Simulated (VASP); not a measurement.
Here is a VASP 6.6.1 calculation.

Contents of POSCAR:

```
InSb3
1.0
    4.8063670000      0.0000000000      0.0000000000
    0.0000000000      4.8063670000      0.0000000000
    0.0000000000      0.0000000000      4.8063670000
Sb In
3 1
Direct
    0.5000000000      0.5000000000      0.0000000000
    0.0000000000      0.5000000000      0.5000000000
    0.5000000000      0.0000000000      0.5000000000
    0.0000000000      0.0000000000      0.0000000000
```

File INCAR.step1:

```
  PREC = Accurate
  ENCUT = 600
  EDIFF = 1E-8
  ISMEAR = 0
  SIGMA = 0.02
  LREAL = False
  LASPH = True
  NELM = 80
  ALGO = Normal
  ISIF = 3
  LWAVE = False
  LCHARG = False
  IBRION = 2
  NSW = 40
  EDIFFG = -0.002
  KPAR = 4
```

INCAR.step2

```
  PREC = Accurate
  ENCUT = 600
  EDIFF = 1E-8
  ISMEAR = 0
  SIGMA = 0.02
  LREAL = False
  LASPH = True
  NELM = 80
  ALGO = Normal
  ISIF = 2
  LWAVE = False
  LCHARG = False
  IBRION = 8
  NSW = 1
  LEPSILON = True
  KPAR = 4
```

KPOINTS

```
Automatic mesh
0
Gamma
  6 6 6
```

Potentials or basis: VASP PAW LDA potentials, release 64 (Sb, In_d).

Run with:

```sh
$ cat potpaw_LDA.64/Sb/POTCAR potpaw_LDA.64/In_d/POTCAR > POTCAR
$ cp INCAR.step1 INCAR
$ mpirun -np 4 vasp_std > vasp.out
$ cp CONTCAR POSCAR
$ cp INCAR.step2 INCAR
$ mpirun -np 4 vasp_std > vasp.out
```

Problem. What does it give for the electronic dielectric tensor (diagonal)?

Solution. 2802.27.

Problem. Estimate the Born charges (mean of the diagonal).

Solution. Sb -3.68; In +11.04 e.

Problem. What does it give for the relaxed volume?

Solution. 25.88 Å³/atom.

Problem. Predict the relaxed cell.

Solution. a = 4.696 Å, b = 4.696 Å, c = 4.696 Å, α = 90.00°, β = 90.00°, γ = 90.00°.

Problem. Predict the space group after relaxing (to 0.05 Å).

Solution. Pm-3m (No. 221).

Step by step:
```tsv
step	energy change (eV)	largest force (eV/Å)	pressure (GPa)	volume (Å³)
1	0.0000	0.0000	-3.81	111.03
2	-0.0792	0.0000	1.81	100.77
3	-0.0946	0.0000	0.01	103.54
```

Caveat: some modes are imaginary. The run has no spin-orbit coupling, so splittings on Sb are missing.
